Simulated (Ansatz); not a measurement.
Crystal: LiF (Griceite).

```
F Li
1.0
     0.00000    2.01400    2.01400
     2.01400    0.00000    2.01400
     2.01400    2.01400    0.00000
F Li
1 1
Cartesian
  2.0140 2.0140 2.0140
  0.0000 0.0000 0.0000
```

Program: Ansatz 0.2.0. Alike in all runs: task single point; level HSE06 form with a typed share of exact exchange; potentials or basis Ansatz PAW; no spin polarisation; cell as given; k mesh 6 × 6 × 6; cutoff (eV) 420; smearing fermi-dirac 0.05 eV; the mesh is coarse, so values aren't converged.

Question: Order these runs on this cell by their band gap on the k mesh, lowest first.
A. screening (1/Å) 0.2; share of exact exchange 0.05
B. screening (1/Å) 0.15; share of exact exchange 0.25
C. screening (1/Å) 0.1; share of exact exchange 0.25
D. screening (1/Å) 0.2; share of exact exchange 0.25
E. screening (1/Å) 0.2; share of exact exchange 0.2

Answer: A (9.55 eV), E (10.95 eV), D (11.42 eV), B (11.60 eV), C (11.78 eV).

Caveats: all runs use coarse meshes.
